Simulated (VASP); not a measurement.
# Ir in VASP: a series of runs, part 3 of 3

VASP 6.6.1. The steps go on from the part before.

### Step 6. Single point, PBE

Contents of INCAR:

```
SYSTEM = Ir
ADDGRID = .FALSE. ; ALGO = Normal
EDIFF = 1E-5 ; ENCUT = 460
GGA = PE ; ISIF = 2
ISMEAR = 0 ; LASPH = .TRUE.
LCHARG = .FALSE. ; LREAL = .FALSE.
LWAVE = .FALSE. ; NELM = 100
PREC = Accurate ; SIGMA = 0.2
```

Contents of KPOINTS:

```
k-points
0
G
  7 7 4
  0 0 0
```

Contents of POSCAR:

```
Ir
1.0
    2.7513778946      0.0000000000      0.0000000000
   -1.3756889473      2.3827631521      0.0000000000
    0.0000000000      0.0000000000      4.4622900000
Ir
2
Direct
    0.3583140000      0.6617470000      0.2121330000
    0.6598720000      0.3587530000      0.7691070000
```

Potentials or basis: VASP PAW PBE potentials, release 64 (Ir).

Launch:

```
$ cat potpaw_PBE.64/Ir/POTCAR > POTCAR
$ mpirun -np 1 vasp_std > vasp.out
```

OUTCAR:

```text
SYSTEM = Ir
   EDIFF = 1E-5
   ENCUT = 460
   GGA = PE
   ISIF = 2
   ISMEAR = 0
   LASPH = .TRUE.
   LREAL = .FALSE.
   NELM = 100
   PREC = Accurate

 Found     99 irreducible k-points:

 Following reciprocal coordinates:
            Coordinates               Weight
  0.000000  0.000000  0.000000      1.000000
  0.142857  0.000000  0.000000      2.000000
  0.000000  0.142857  0.000000      2.000000
 -0.142857  0.142857  0.000000      2.000000
  0.285714 -0.000000  0.000000      2.000000
  0.000000  0.285714  0.000000      2.000000
   k-points           NKPTS =     99   k-points in BZ     NKDIM =     99   number of bands    NBANDS=     13
   number of dos      NEDOS =    301   number of ions     NIONS =      2
   total plane-waves  NPLWV =  12800
   dimension x,y,z NGX =    20 NGY =   20 NGZ =   32
   dimension x,y,z NGXF=    40 NGYF=   40 NGZF=   64
   ions per type =               2
   NGX,Y,Z   is equivalent  to a cutoff of  12.08, 12.08, 11.92 a.u.
   NGXF,Y,Z  is equivalent  to a cutoff of  24.17, 24.17, 23.84 a.u.
 SYSTEM =  Ir
   PREC   = accura    normal or accurate (medium, high low for compatibility)
   ISTART =      0    job   : 0-new  1-cont  2-samecut
   ICHARG =      2    charge: 1-file 2-atom 10-const
   ISPIN  =      1    spin polarized calculation?
   LNONCOLLINEAR =      F non collinear calculations
   LSORBIT =      F    spin-orbit coupling
   LASPH  =      T    aspherical Exc in radial PAW
   ENCUT  =  460.0 eV  33.81 Ry    5.81 a.u.   4.81  4.81  7.80*2*pi/ulx,y,z
   NELM   =    100;   NELMIN=  2; NELMDL= -5     # of ELM steps
   EDIFF  = 0.1E-04   stopping-criterion for ELM
   LREAL  =      F    real-space projection
   EDIFFG = 0.1E-03   stopping-criterion for IOM
   NSW    =      0    number of steps for IOM
   IBRION =     -1    ionic relax: 0-MD 1-quasi-New 2-CG
   NFREE  =      0    steps in history (QN), initial steepest desc. (CG)
   ISIF   =      2    stress and relaxation
   ISYM   =      2    0-nonsym 1-usesym 2-fastsym
   POTIM  = 0.5000    time-step for ionic-motion
   TEBEG  =    0.0;   TEEND  =   0.0 temperature during run
   PSTRESS=    0.0 pullay stress
   NELECT =      18.0000    total number of electrons
   NUPDOWN=      -1.0000    fix difference up-down
   EMIN   =  10.00;   EMAX   =-10.00  energy-range for DOS
   EFERMI =   0.00;   METHOD = LEGACY
   ISMEAR =     0;   SIGMA  =   0.20  broadening in eV -4-tet -1-fermi 0-gaus
   EFERMI_NEDOS =   21; number of points for ismear=-14 and -15
   IALGO  =     38    algorithm
   IMIX   =      4    mixing-type and parameters
     AMIX     =   0.40;   BMIX     =  1.00
     AMIX_MAG =   1.60;   BMIX_MAG =  1.00
  volume/ion in A,a.u.               =      14.63        98.71
  Fermi-wavevector in a.u.,A,eV,Ry     =   1.392417  2.631287 26.379323  1.938826
  Thomas-Fermi vector in A             =   2.516162
   LORBIT       =      0    0 simple, 1 ext, 2 COOP (PROOUT), +10 PAW based schemes
   GGA     = PE    functional components
   LHFCALC =     F    Hartree Fock is set to
   AEXX    =    0.0000 exact exchange contribution
   IVDW    =     0    specifies the selected vdW correction
   LEPSILON=     F    determine dielectric tensor
   LRPA    =     F    only Hartree local field effects (RPA)
 non-spin polarized calculation
 Gauss-broadening in eV      SIGMA  =   0.20
  energy-cutoff  :      460.00
  volume of cell :       29.25
 maximum number of plane-waves:       672
   NGX =  9   NGY =  9   NGZ = 15

 number of electron      18.0000000 magnetization

 Free energy of the ion-electron system (eV)
  ---------------------------------------------------
  ext. energy  EPLUGINS =         0.00000000
  ---------------------------------------------------
  free energy    TOTEN  =       -17.12305674 eV

  energy without entropy =      -17.08964217  energy(sigma->0) =      -17.10634946

 E-fermi :  10.0559     XC(G=0): -13.7469

 val. band max:       10.0118594837   @ k =  -0.4286   0.4286   0.0000
 cond. band min:      10.0729583195   @ k =   0.0000   0.0000   0.2500
 fundamental gap:      0.0610988358
 Fermi energy:        10.0558697404

 k-point     1 :       0.0000    0.0000    0.0000
  band No.  band energies     occupation
      1      -0.9562      2.00000
      2       1.9050      2.00000
      3       5.8697      2.00000
      4       5.9983      2.00000
      5       6.0888      2.00000
      6       6.3106      2.00000
      7       6.6662      2.00000
      8       7.7617      2.00000
      9       8.4178      2.00000
     10       9.5854      1.99912
     11       9.9351      1.60671
     12      10.8359      0.00000
     13      16.0375      0.00000

 k-point     2 :       0.1429    0.0000    0.0000
  band No.  band energies     occupation
      1      -0.2112      2.00000
      2       2.4952      2.00000
      3       5.1466      2.00000
      4       5.9606      2.00000
      5       6.2404      2.00000
      6       6.6574      2.00000
      7       6.9825      2.00000
      8       7.1116      2.00000
      9       7.9872      2.00000
     10       8.2461      2.00000
     11      10.7581      0.00000
     12      13.2269      0.00000
     13      16.1846      0.00000

 k-point     3 :       0.0000    0.1429    0.0000
  band No.  band energies     occupation
      1      -0.2110      2.00000
      2       2.4967      2.00000
      3       5.1464      2.00000
      4       5.9565      2.00000
      5       6.2402      2.00000
      6       6.6589      2.00000
      7       6.9880      2.00000
      8       7.1143      2.00000
      9       7.9859      2.00000
     10       8.2424      2.00000
     11      10.7477      0.00000
     12      13.2356      0.00000
     13      16.1846      0.00000

 k-point     4 :      -0.1429    0.1429    0.0000
  band No.  band energies     occupation
      1      -0.1981      2.00000
      2       2.5683      2.00000
      3       5.1270      2.00000
      4       5.6938      2.00000
      5       6.5206      2.00000
      6       6.7732      2.00000
      7       6.9021      2.00000
      8       7.3853      2.00000
      9       7.7421      2.00000
     10       8.1560      2.00000
     11      10.3576      0.03289
     12      13.6194      0.00000
     13      16.1974      0.00000

 k-point     5 :       0.2857   -0.0000    0.0000
  band No.  band energies     occupation
      1       1.4787      2.00000
      2       3.0094      2.00000
      3       4.1000      2.00000
      4       5.6008      2.00000
      5       5.9518      2.00000
      6       6.2487      2.00000
      7       7.4888      2.00000
      8       8.3285      2.00000
      9       8.5741      2.00000
     10       9.2102      2.00000
     11      10.9784      0.00000
     12      16.1600      0.00000
     13      16.7711      0.00000

 k-point     6 :       0.0000    0.2857    0.0000
  band No.  band energies     occupation
      1       1.4808      2.00000
      2       3.0139      2.00000
      3       4.1033      2.00000
      4       5.5972      2.00000
      5       5.9513      2.00000
      6       6.2484      2.00000
      7       7.4802      2.00000
      8       8.3284      2.00000
      9       8.5767      2.00000
     10       9.2095      2.00000
     11      10.9706      0.00000
     12      16.1633      0.00000
     13      16.7787      0.00000

 [... further k-points ...]
[... 5 lines left out ...]
  --------------------------------------------------------------------------------------
  -------------------------------------------------------------------------------------
  Total        1.5621646      0.9324833      4.1133539     -0.5531077      0.8633827     -1.5300360
  in kB       85.5556051     51.0696308    225.2774653    -30.2922401     47.2851785    -83.7960057
  external PRESSURE =     120.6342337 kB  Pullay stress =       0.0000000 kB

 VOLUME and BASIS-vectors are now :
 -----------------------------------------------------------------------------
  energy-cutoff  :      460.00
  volume of cell :       29.25
      direct lattice vectors                 reciprocal lattice vectors
     2.751377895  0.000000000  0.000000000     0.363454254  0.209840411  0.000000000
    -1.375688947  2.382763152  0.000000000     0.000000000  0.419680823  0.000000000
     0.000000000  0.000000000  4.462290000     0.000000000  0.000000000  0.224100182

 POSITION                                       TOTAL-FORCE (eV/Angst)
 -----------------------------------------------------------------------------------
      0.07550      1.57679      0.94660        -0.922283      0.519572      3.835702
      1.32202      0.85482      3.43198         0.922283     -0.519572     -3.835702
 -----------------------------------------------------------------------------------
    total drift:                               -0.000001     -0.000004     -0.000001

  FREE ENERGIE OF THE ION-ELECTRON SYSTEM (eV)
  ---------------------------------------------------
  free  energy   TOTEN  =       -17.1230567403 eV

  energy  without entropy=      -17.0896421736  energy(sigma->0) =      -17.10634946
```

OSZICAR:

```text
N       E                     dE             d eps       ncg     rms          rms(c)
DAV:   1     0.144304683832E+03    0.14430E+03   -0.79684E+03  2574   0.126E+03
DAV:   2    -0.120365897367E+02   -0.15634E+03   -0.14382E+03  2674   0.360E+02
DAV:   3    -0.180874794417E+02   -0.60509E+01   -0.56573E+01  3144   0.785E+01
DAV:   4    -0.181929237478E+02   -0.10544E+00   -0.10483E+00  2762   0.968E+00
DAV:   5    -0.181949627890E+02   -0.20390E-02   -0.20386E-02  3193   0.130E+00    0.222E+01
DAV:   6    -0.173059739776E+02    0.88899E+00   -0.14132E+00  2989   0.165E+01    0.948E+00
DAV:   7    -0.171346622143E+02    0.17131E+00   -0.48848E-01  3159   0.919E+00    0.208E+00
DAV:   8    -0.171235922802E+02    0.11070E-01   -0.98391E-03  2834   0.117E+00    0.213E-01
DAV:   9    -0.171230398441E+02    0.55244E-03   -0.20256E-03  3174   0.644E-01    0.275E-02
DAV:  10    -0.171230523707E+02   -0.12527E-04   -0.29256E-05  2784   0.510E-02    0.147E-02
DAV:  11    -0.171230567403E+02   -0.43697E-05   -0.29686E-06  1562   0.171E-02
   1 F= -.17123057E+02 E0= -.17106349E+02  d E =-.334146E-01
```

stdout:

```text
POSCAR found type information on POSCAR Ir
 POSCAR found :  1 types and       2 ions
 scaLAPACK will be used
 LDA part: xc-table for (Slater+PW92), standard interpolation
 POSCAR, INCAR and KPOINTS ok, starting setup
 FFT: planning ... GRIDC
 FFT: planning ... GRID_SOFT
 FFT: planning ... GRID
 WAVECAR not read
 entering main loop
```

It took 21 s on 1 thread of Intel Xeon Platinum 8375C at 2.90GHz (Ice Lake), shared host; peak memory 0.15 GiB.

The run converged, but some of its settings lie outside the range that counts as converged, so its numbers aren't taken as properties of the crystal.

Results:

| Quantity | Value |
| --- | --- |
| Free energy | -17.1231 eV |
| Pressure | 12.1 GPa |
| Largest force | 3.979 eV/Å |
| Band gap on the k mesh | none (metal or under the smearing width) |

Caveat: the k mesh is coarse (spacing up to 0.38 Å⁻¹), so the values aren't converged.
